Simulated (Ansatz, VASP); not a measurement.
# One calculation of Rh, two programs

```
Rh
1.0
    -1.53523    1.53523    1.53523
     1.53523   -1.53523    1.53523
     1.53523    1.53523   -1.53523
Rh
1
Cartesian
  0.0000 0.0000 0.0000
```

Alike in both runs: task electric field gradients; functional PBE; k mesh 16 × 16 × 16; occupations fermi-dirac, width 0.05 eV; non-collinear spin, spin-orbit coupling.

|  | VASP | Ansatz |
| --- | --- | --- |
| version | VASP 6.6.1 | Ansatz 0.2.0 |
| potentials or method | VASP PAW PBE potentials, release 64 (Rh_pv) | PAW with Ansatz's default frozen-core files, fully relativistic files with spin-orbit coupling |
| plane-wave cutoff (eV) | 520 | 420 |
| valence electrons in the cell | 15 | 17 |

Ansatz gave:

```
pressure (GPa)                                                 : 0.3
net moment per atom (μB)                                       : 0.00
Vzz of the field gradient on the site that differs most (V/Å²) : 0.0
```

Task: Which values does VASP return?

Result: Pressure (GPa): 0.4; net moment per atom (μB): 0.00; Vzz of the field gradient on the site that differs most (V/Å²): 0.0.

The functional is the same, so the differences come from potentials, cutoffs and numerics. The two sets of potentials don't hold the same shells in valence.
